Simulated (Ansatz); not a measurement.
Energy landscape near a Pb structure

The calculation used DFT PBE, scalar-relativistic, plane waves, PAW (Ansatz 0.2.0).

Plane waves to 420 eV, a k mesh through Γ of 14×14×14 on the computed 1-atom cell and Gaussian smearing (0.10 eV); no spin polarisation.

Reference cell:

```yaml
crystal:
  lattice:
    - [-1.97966, 1.97966, 1.97966]
    - [1.97966, -1.97966, 1.97966]
    - [1.97966, 1.97966, -1.97966]
  atoms:
    - { symbol: Pb, position: [0.00000, 0.00000, 0.00000] }
```

Each variant moves atoms of this cell by the vectors given, if any (Å), and then applies a symmetric strain (tensor components, Cartesian axes). The reference cell isn't relaxed at this level. Energies are per atom at zero smearing, counted from the lowest variant. Pressure is positive in compression.

1. strain (xx yy zz yz xz xy, %) -3.23 -0.65 2.56 -0.12 0.37 -1.33
2. strain (xx yy zz yz xz xy, %) -1.50 -1.20 -5.85 1.71 2.91 2.51
3. strain (xx yy zz yz xz xy, %) -0.74 8.26 -0.74 0.00 0.00 0.00

| variant | ΔE (meV/atom) | P (GPa) | space group |
| --- | --- | --- | --- |
| 1 | 9.2 | 1.86 | P-1 |
| 2 | 75.7 | 6.41 | P-1 |
| 3 | 0.0 | -1.21 | I4/mmm |

Spin–orbit coupling is left out, which can shift energies with elements as heavy as these.

This bcc form isn't the element's structure at ambient conditions.